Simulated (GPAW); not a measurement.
# Os (P6_3/mmc) in GPAW: relaxation of cell and atoms with LDA

Aim: the relaxation of cell and atoms of Os with LDA.

Everything below comes from runs of GPAW 26.7.0. Logs are shortened: lines on timing, memory, paths and dates and some standing lists are left out, and cuts for length are marked. The log counts tension as positive stress, the text compression.

### 1 The structure

The structure is hexagonal, space group P6_3/mmc (No. 194). The conventional cell has a = 2.734 Å, b = 2.734 Å, c = 4.320 Å, α = 90.00°, β = 90.00°, γ = 120.00°. Os (site symmetry -6m2) has 12 Os at 2.68 to 2.73 Å as nearest neighbours.

### 2 Relaxation of cell and atoms, LDA

The input, run.py:

```python
from ase.filters import FrechetCellFilter
from ase.io import read, write
from ase.optimize import LBFGS
from gpaw import GPAW, PW

atoms = read('POSCAR')

calc = GPAW(mode=PW(600),
            xc='LDA',
            kpts={'size': (11, 11, 6), 'gamma': True},
            occupations={'name': 'fermi-dirac', 'width': 0.05},
            nbands=27,
            convergence={'density': 1e-05, 'forces': 0.0001},
            maxiter=150,
            txt='gpaw.txt')
atoms.calc = calc
opt = LBFGS(FrechetCellFilter(atoms), trajectory='relax.traj', logfile='-')
done = opt.run(fmax=0.02, steps=60)
calc.write('gs.gpw')
write('result.traj', atoms)
print('Converged:', done)
print('Cell:', atoms.cell.cellpar().round(4))
print('Volume:', round(atoms.get_volume(), 4))
print(atoms.get_scaled_positions().round(5))
```

The input, POSCAR:

```
Os
1.0
    2.7341000000      0.0000000000      0.0000000000
   -1.3670500000      2.3678000565      0.0000000000
    0.0000000000      0.0000000000      4.3197000000
Os
2
Direct
    0.6666666667      0.3333333333      0.7500000000
    0.3333333333      0.6666666667      0.2500000000
```

Potentials or basis: the program's PAW data sets (release 1.2.1) made for this functional, pw.

Started as:

```bash
$ OMP_NUM_THREADS=1 python run.py
```

gpaw.txt:

```text
__  _  _
 | _ |_)|_||  |
 |__||  | ||/\| - 26.7.0

Input parameters:
  mode=PW(ecut=600.0),
  convergence={'density': 1e-05, 'forces': 0.0001},
  kpts=MonkhorstPack(size=(11, 11, 6), gamma=True),
  maxiter=150,
  nbands=27,
  occupations=Occupations(name='fermi-dirac', width=0.05),
  xc=XC(name='LDA')

Diagonalizing LCAO Hamiltonian
Converting LCAO to pw mode

          Os

        Os

Atoms  # Å, Bohr magnetons
|   | symbol |         x |        y |        z |    initial magnetic moments |
|---|--------|-----------|----------|----------|-----------------------------|
| 0 |     Os |  1.367050 | 0.789267 | 3.239775 | ( 0.0000,  0.0000,  0.0000) |
| 1 |     Os | -0.000000 | 1.578533 | 1.079925 | ( 0.0000,  0.0000,  0.0000) |

Unit cell  # Å
| periodic |         x |        y |        z |  lengths |     angles |
|----------|-----------|----------|----------|----------|------------|
|      yes |  2.734100 | 0.000000 | 0.000000 | 2.734100 |  90.000000 |
|      yes | -1.367050 | 2.367800 | 0.000000 | 2.734100 |  90.000000 |
|      yes |  0.000000 | 0.000000 | 4.319700 | 4.319700 | 120.000000 |

Number of symmetries: 12
Symmetry operations  # r_c * U_cc + t_c -> r_c
|    | kind |            matrix            |
|----|------|------------------------------|
|  0 |  σ   |  1, 1, 0,  0,-1, 0,  0, 0, 1 |
|  1 |  S6  |  1, 1, 0, -1, 0, 0,  0, 0,-1 |
|  2 |  E   |  1, 0, 0,  0, 1, 0,  0, 0, 1 |
|  3 |  C2  |  1, 0, 0, -1,-1, 0,  0, 0,-1 |
|  4 |  C2  |  0, 1, 0,  1, 0, 0,  0, 0,-1 |
|  5 |  C3  |  0, 1, 0, -1,-1, 0,  0, 0, 1 |
|  6 |  S6  |  0,-1, 0,  1, 1, 0,  0, 0,-1 |
|  7 |  σ   |  0,-1, 0, -1, 0, 0,  0, 0, 1 |
|  8 |  σ   | -1, 0, 0,  1, 1, 0,  0, 0, 1 |
|  9 |  i   | -1, 0, 0,  0,-1, 0,  0, 0,-1 |
| 10 |  C3  | -1,-1, 0,  1, 0, 0,  0, 0, 1 |
| 11 |  C2  | -1,-1, 0,  0, 1, 0,  0, 0,-1 |
[... 110 lines left out ...]
SCF iterations
|iter     | |      energy | eigst |  dens |force |
|---------|-|-------------|-------|-------|------|
|iter:   1| |  -25.880142 | +0.18 |       |      |
|iter:   2| |  -25.788679 | -2.46 | -1.26 |      |
|iter:   3| |  -25.369057 | -2.08 | -1.30 |      |
|iter:   4| |  -25.370896 | -3.27 | -2.06 |      |
|iter:   5| |  -25.374656c| -3.24 | -2.37 |      |
|iter:   6| |  -25.374672c| -5.42 | -3.42 |      |
|iter:   7| |  -25.374672c| -6.21 | -3.85 |      |
|iter:   8| |  -25.374672c| -7.45c| -4.33 |      |
|iter:   9| |  -25.374672c| -8.10c| -4.84 |      |
|iter:  10| |  -25.374672c| -9.16c| -5.71c|      |
|iter:  11| |  -25.374672c|-10.20c| -6.49c|-5.92c|

Converged in 11 steps
Energy contributions relative to reference atoms: (reference = -937314.302901)

Energy contributions:
  Kinetic:           3.910305
  Coulomb:          -5.714794
  Zero:             -0.473415
  External:          0.000000
  Xc:              -23.090161
  Entropy:          -0.013213
  Spinorbit:         0.000000
  ----------------------------
  Free energy:     -25.381278
  Extrapolated:    -25.374672

dipole moment: (0.000000, 0.000000, 0.000001)  # |e|*Ang

Fermi level: 15.391
Eigenvalues  # (at kpt = [0.000, 0.000, 0.000])
| band index |      eig [eV] | occ [0-2] |
|------------|---------------|-----------|
|          0 |       -31.236 |     2.000 |
|        ... |               |           |
|          7 |         7.698 |     2.000 |
|          8 |        12.390 |     2.000 |
|          9 |        12.390 |     2.000 |
|         10 |        12.633 |     2.000 |
|         11 |        13.227 |     2.000 |
|         12 |        13.227 |     2.000 |
[... 8 lines left out ...]
|         21 |        32.897 |     0.000 |
|         22 |        37.088 |     0.000 |
|        ... |               |           |
|         26 |        38.627 |     0.000 |

No gap
No difference between direct/indirect transitions

Stress tensor  # eV/Ang^3
|        x |         y |         z |
|----------|-----------|-----------|
| 0.076518 |  0.000000 |  0.000000 |
| 0.000000 |  0.076518 | -0.000000 |
| 0.000000 | -0.000000 |  0.082108 |

Forces  # eV/Ang
|        x |        y |        z |
|----------|----------|----------|
| -0.00000 | -0.00000 |  0.00000 |  # Os   0
|  0.00000 |  0.00000 | -0.00000 |  # Os   1

Interpolating wave functions to new cell

          Os

        Os

Atoms  # Å, Bohr magnetons
|   | symbol |         x |        y |        z |    initial magnetic moments |
|---|--------|-----------|----------|----------|-----------------------------|
| 0 |     Os |  1.356643 | 0.783258 | 3.213316 | ( 0.0000,  0.0000,  0.0000) |
| 1 |     Os | -0.000000 | 1.566516 | 1.071105 | ( 0.0000,  0.0000,  0.0000) |

Unit cell  # Å
| periodic |         x |         y |         z |  lengths |     angles |
|----------|-----------|-----------|-----------|----------|------------|
|      yes |  2.713285 | -0.000000 | -0.000000 | 2.713285 |  90.000000 |
|      yes | -1.356643 |  2.349774 |  0.000000 | 2.713285 |  90.000000 |
|      yes | -0.000000 |  0.000000 |  4.284421 | 4.284421 | 120.000000 |

Number of symmetries: 12
Symmetry operations  # r_c * U_cc + t_c -> r_c
|    | kind |            matrix            |
|----|------|------------------------------|
|  0 |  σ   |  1, 1, 0,  0,-1, 0,  0, 0, 1 |
|  1 |  S6  |  1, 1, 0, -1, 0, 0,  0, 0,-1 |
|  2 |  E   |  1, 0, 0,  0, 1, 0,  0, 0, 1 |
|  3 |  C2  |  1, 0, 0, -1,-1, 0,  0, 0,-1 |
|  4 |  C2  |  0, 1, 0,  1, 0, 0,  0, 0,-1 |
|  5 |  C3  |  0, 1, 0, -1,-1, 0,  0, 0, 1 |
|  6 |  S6  |  0,-1, 0,  1, 1, 0,  0, 0,-1 |
|  7 |  σ   |  0,-1, 0, -1, 0, 0,  0, 0, 1 |
|  8 |  σ   | -1, 0, 0,  1, 1, 0,  0, 0, 1 |
|  9 |  i   | -1, 0, 0,  0,-1, 0,  0, 0,-1 |
| 10 |  C3  | -1,-1, 0,  1, 0, 0,  0, 0, 1 |
| 11 |  C2  | -1,-1, 0,  0, 1, 0,  0, 0,-1 |
[... 146 lines left out ...]
|          7 |         7.976 |     2.000 |
|          8 |        12.778 |     2.000 |
|          9 |        12.778 |     2.000 |
|         10 |        13.041 |     2.000 |
|         11 |        13.650 |     2.000 |
|         12 |        13.650 |     2.000 |
[... 8 lines left out ...]
|         21 |        33.505 |     0.000 |
|         22 |        37.924 |     0.000 |
|        ... |               |           |
|         26 |        39.284 |     0.000 |

No gap
No difference between direct/indirect transitions

Stress tensor  # eV/Ang^3
|         x |        y |        z |
|-----------|----------|----------|
|  0.018035 | 0.000000 | 0.000000 |
| -0.000000 | 0.018035 | 0.000000 |
|  0.000000 | 0.000000 | 0.017325 |

Forces  # eV/Ang
|        x |        y |        z |
|----------|----------|----------|
| -0.00000 |  0.00000 |  0.00001 |  # Os   0
|  0.00000 | -0.00000 | -0.00001 |  # Os   1

Interpolating wave functions to new cell

          Os

        Os

Atoms  # Å, Bohr magnetons
|   | symbol |         x |        y |        z |    initial magnetic moments |
|---|--------|-----------|----------|----------|-----------------------------|
| 0 |     Os |  1.353578 | 0.781489 | 3.206342 | ( 0.0000,  0.0000,  0.0000) |
| 1 |     Os | -0.000000 | 1.562977 | 1.068780 | ( 0.0000,  0.0000,  0.0000) |

Unit cell  # Å
| periodic |         x |        y |         z |  lengths |     angles |
|----------|-----------|----------|-----------|----------|------------|
|      yes |  2.707156 | 0.000000 | -0.000000 | 2.707156 |  90.000000 |
|      yes | -1.353578 | 2.344466 | -0.000000 | 2.707156 |  90.000000 |
|      yes | -0.000000 | 0.000000 |  4.275122 | 4.275122 | 120.000000 |

Number of symmetries: 12
Symmetry operations  # r_c * U_cc + t_c -> r_c
|    | kind |            matrix            |
|----|------|------------------------------|
|  0 |  σ   |  1, 1, 0,  0,-1, 0,  0, 0, 1 |
|  1 |  S6  |  1, 1, 0, -1, 0, 0,  0, 0,-1 |
|  2 |  E   |  1, 0, 0,  0, 1, 0,  0, 0, 1 |
|  3 |  C2  |  1, 0, 0, -1,-1, 0,  0, 0,-1 |
|  4 |  C2  |  0, 1, 0,  1, 0, 0,  0, 0,-1 |
|  5 |  C3  |  0, 1, 0, -1,-1, 0,  0, 0, 1 |
|  6 |  S6  |  0,-1, 0,  1, 1, 0,  0, 0,-1 |
|  7 |  σ   |  0,-1, 0, -1, 0, 0,  0, 0, 1 |
|  8 |  σ   | -1, 0, 0,  1, 1, 0,  0, 0, 1 |
|  9 |  i   | -1, 0, 0,  0,-1, 0,  0, 0,-1 |
| 10 |  C3  | -1,-1, 0,  1, 0, 0,  0, 0, 1 |
| 11 |  C2  | -1,-1, 0,  0, 1, 0,  0, 0,-1 |
[... 145 lines left out ...]
|          7 |         8.057 |     2.000 |
|          8 |        12.890 |     2.000 |
|          9 |        12.890 |     2.000 |
|         10 |        13.156 |     2.000 |
|         11 |        13.771 |     2.000 |
|         12 |        13.771 |     2.000 |
[... 8 lines left out ...]
|         21 |        33.679 |     0.000 |
|         22 |        38.167 |     0.000 |
|        ... |               |           |
|         26 |        39.474 |     0.000 |

No gap
No difference between direct/indirect transitions

Stress tensor  # eV/Ang^3
|         x |         y |         z |
|-----------|-----------|-----------|
| -0.000169 |  0.000000 |  0.000000 |
| -0.000000 | -0.000169 |  0.000000 |
|  0.000000 |  0.000000 | -0.001844 |

Forces  # eV/Ang
|       x |       y |        z |
|---------|---------|----------|
| 0.00000 | 0.00000 |  0.00003 |  # Os   0
| 0.00000 | 0.00000 | -0.00003 |  # Os   1

Interpolating wave functions to new cell

          Os

        Os

Atoms  # Å, Bohr magnetons
|   | symbol |         x |        y |        z |    initial magnetic moments |
|---|--------|-----------|----------|----------|-----------------------------|
| 0 |     Os |  1.353621 | 0.781513 | 3.206942 | ( 0.0000,  0.0000,  0.0000) |
| 1 |     Os | -0.000000 | 1.563027 | 1.068980 | ( 0.0000,  0.0000,  0.0000) |

Unit cell  # Å
| periodic |         x |         y |        z |  lengths |     angles |
|----------|-----------|-----------|----------|----------|------------|
|      yes |  2.707242 | -0.000000 | 0.000000 | 2.707242 |  90.000000 |
|      yes | -1.353621 |  2.344540 | 0.000000 | 2.707242 |  90.000000 |
|      yes | -0.000000 |  0.000000 | 4.275922 | 4.275922 | 120.000000 |

Number of symmetries: 12
Symmetry operations  # r_c * U_cc + t_c -> r_c
|    | kind |            matrix            |
|----|------|------------------------------|
|  0 |  σ   |  1, 1, 0,  0,-1, 0,  0, 0, 1 |
|  1 |  S6  |  1, 1, 0, -1, 0, 0,  0, 0,-1 |
|  2 |  E   |  1, 0, 0,  0, 1, 0,  0, 0, 1 |
|  3 |  C2  |  1, 0, 0, -1,-1, 0,  0, 0,-1 |
|  4 |  C2  |  0, 1, 0,  1, 0, 0,  0, 0,-1 |
|  5 |  C3  |  0, 1, 0, -1,-1, 0,  0, 0, 1 |
|  6 |  S6  |  0,-1, 0,  1, 1, 0,  0, 0,-1 |
|  7 |  σ   |  0,-1, 0, -1, 0, 0,  0, 0, 1 |
|  8 |  σ   | -1, 0, 0,  1, 1, 0,  0, 0, 1 |
|  9 |  i   | -1, 0, 0,  0,-1, 0,  0, 0,-1 |
| 10 |  C3  | -1,-1, 0,  1, 0, 0,  0, 0, 1 |
| 11 |  C2  | -1,-1, 0,  0, 1, 0,  0, 0,-1 |
[... 144 lines left out ...]
|          7 |         8.054 |     2.000 |
|          8 |        12.887 |     2.000 |
|          9 |        12.887 |     2.000 |
|         10 |        13.149 |     2.000 |
|         11 |        13.766 |     2.000 |
|         12 |        13.766 |     2.000 |
[... 8 lines left out ...]
|         21 |        33.671 |     0.000 |
|         22 |        38.159 |     0.000 |
|        ... |               |           |
|         26 |        39.467 |     0.000 |

No gap
No difference between direct/indirect transitions

Stress tensor  # eV/Ang^3
|        x |         y |         z |
|----------|-----------|-----------|
| 0.000331 |  0.000000 |  0.000000 |
| 0.000000 |  0.000331 | -0.000000 |
| 0.000000 | -0.000000 | -0.000678 |

Forces  # eV/Ang
|       x |        y |        z |
|---------|----------|----------|
| 0.00000 |  0.00000 | -0.00001 |  # Os   0
| 0.00000 | -0.00000 |  0.00001 |  # Os   1

# Writing to gs.gpw (mode='')
```

Wall time 1.9 min (1 thread of Arm Neoverse V1, shared host); peak memory 0.25 GiB.

What came out:

* Free energy: -25.4143 eV
* Relaxed volume: 13.57 Å³/atom
* Relaxed cell: a = 2.707 Å, b = 2.707 Å, c = 4.276 Å, α = 90.00°, β = 90.00°, γ = 120.00°
* Space group after relaxing (to 0.05 Å): P6_3/mmc (No. 194)
* Energy gained by relaxing: 16.7 meV/atom
* Ionic steps: 4
* Pressure after relaxing: 0.0 GPa
* Band gap on the k mesh: none (metal or under the smearing width)

Stress tensor (GPa, compression positive):
```
-0.05  0.00  0.00
 0.00 -0.05  0.00
 0.00  0.00  0.11
```

Step by step:
```
step  energy change (eV)  largest force (eV/Å)  pressure (GPa)  volume (Å³)
   1              0.0000                0.0000          -12.56        27.96
   2             -0.0317                0.0000           -2.85        27.32
   3             -0.0333                0.0000            0.12        27.13
   4             -0.0333                0.0000            0.00        27.14
```

Final structure:
```cif
data_structure
_symmetry_space_group_name_H-M 'P 1'
_symmetry_Int_Tables_number 1
_cell_length_a 2.7072
_cell_length_b 2.7072
_cell_length_c 4.2759
_cell_angle_alpha 90.000
_cell_angle_beta 90.000
_cell_angle_gamma 120.000
_cell_volume 27.14
loop_
_atom_site_label
_atom_site_type_symbol
_atom_site_fract_x
_atom_site_fract_y
_atom_site_fract_z
_atom_site_occupancy
Os1 Os 0.66667 0.33333 0.75000 1
Os2 Os 0.33333 0.66667 0.25000 1
```

Levels at points of the mesh, in eV from the Fermi level:
```csv
k point,band 12,band 13,band 14,band 15,band 16,band 17
"(0.00, 0.00, 0.00)",-2.26,-2.26,-1.58,-1.58,0.16,1.82
"(0.00, 0.00, 0.50)",-3.34,-3.34,-3.34,1.01,1.01,1.01
```

Caveat: later steps reuse the first step's grids. LDA usually gives volumes a few per cent too small.
